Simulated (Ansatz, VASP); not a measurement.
**Si3N4: VASP beside Ansatz**

```
CELL_PARAMETERS angstrom
0.00000 3.86778 3.86778
3.86778 0.00000 3.86778
3.86778 3.86778 0.00000
ATOMIC_POSITIONS crystal
Si 0.12500 0.12500 0.62500
Si 0.12500 0.62500 0.12500
Si 0.62500 0.12500 0.12500
Si 0.12500 0.12500 0.12500
Si 0.75000 0.75000 0.75000
Si 0.50000 0.50000 0.50000
N 0.36767 0.36767 0.36767
N 0.35300 0.88233 0.88233
N 0.88233 0.88233 0.35300
N 0.88233 0.35300 0.88233
N 0.36767 0.36767 0.89700
N 0.36767 0.89700 0.36767
N 0.88233 0.88233 0.88233
N 0.89700 0.36767 0.36767
```

Alike in both runs: functional PBE; dispersion D3(BJ); k mesh 6 × 6 × 6; occupations gaussian, width 0.02 eV; no spin polarisation.

Ansatz relaxed the structure, and its values are those at the end. VASP's run is a single point on that final structure, the one shown.

|  | VASP | Ansatz |
| --- | --- | --- |
| version | VASP 6.6.1 | Ansatz 0.2.0 |
| potentials or method | VASP PAW PBE potentials, release 64 (Si, N) | scalar-relativistic, plane waves, PAW |
| plane-wave cutoff (eV) | 520 | 420 |
| valence electrons in the cell | 64 | 64 |

Ansatz gave:

```
gap on the k mesh at the Fermi level (eV) : 3.42
least direct gap on the mesh (eV)         : 3.46
pressure (GPa)                            : 0.0
rms of the force components (eV/Å)        : 0.000
```

Task: Which values does VASP return?

Result: gap on the k mesh at the Fermi level (eV): 3.41; least direct gap on the mesh (eV): 3.45; pressure (GPa): -0.2; rms of the force components (eV/Å): 0.004.

A k mesh can miss the band edges.
